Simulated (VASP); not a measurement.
Here is a VASP 6.6.1 calculation.

INCAR

```
ALGO     = Normal         # electronic algorithm
EDIFF    = 1E-8           # SCF threshold, eV
ENCUT    = 520            # plane-wave cutoff, eV
ISIF     = 2              # what is computed and relaxed
ISMEAR   = 0              # smearing method
KPAR     = 4            
LASPH    = T              # aspherical terms in the spheres
LCHARG   = F              # write CHGCAR
LEPSILON = T              # dielectric tensor by DFPT
LREAL    = F              # projectors in reciprocal space
LWAVE    = F              # write WAVECAR
NELM     = 60             # most SCF steps
PREC     = Accurate       # precision mode
SIGMA    = 0.02           # smearing width, eV
```

Contents of KPOINTS:

```
k-points
0
Gamma
  8 8 8
```

The input POSCAR:

```
KTaO3
1.0
    3.9883000000      0.0000000000      0.0000000000
    0.0000000000      3.9883000000      0.0000000000
    0.0000000000      0.0000000000      3.9883000000
Ta K O
1 1 3
Direct
    0.0000000000      0.0000000000      0.0000000000
    0.5000000000      0.5000000000      0.5000000000
    0.0000000000      0.0000000000      0.5000000000
    0.0000000000      0.5000000000      0.0000000000
    0.5000000000      0.0000000000      0.0000000000
```

Potentials or basis: VASP PAW LDA potentials, release 64 (Ta_pv, K_sv, O).

Run with:

```console
$ cat potpaw_LDA.64/Ta_pv/POTCAR potpaw_LDA.64/K_sv/POTCAR potpaw_LDA.64/O/POTCAR > POTCAR
$ mpirun -np 4 vasp_std > vasp.out
```

Q: Predict the electronic dielectric tensor (diagonal).

A: 5.59.

Q: Predict the Born charges (mean of the diagonal).

A: Ta +8.82; K +1.15; O -3.32 e.

Q: Estimate the band gap on the k mesh.

A: 2.02 eV, indirect (least direct gap 2.65 eV).

Born effective charge tensors (e):
atom 1, Ta
```
8.82 0.00 0.00
0.00 8.82 0.00
0.00 0.00 8.82
```
atom 2, K
```
1.15 0.00 0.00
0.00 1.15 0.00
0.00 0.00 1.15
```
atom 3, O
```
-1.69  0.00  0.00
 0.00 -1.69  0.00
 0.00  0.00 -6.59
```
atom 4, O
```
-1.69  0.00  0.00
 0.00 -6.59  0.00
 0.00  0.00 -1.69
```
atom 5, O
```
-6.59  0.00  0.00
 0.00 -1.69  0.00
 0.00  0.00 -1.69
```

Caveat: spin-orbit coupling is left out, which moves the levels of the heavy elements. A k mesh can miss the band edges.
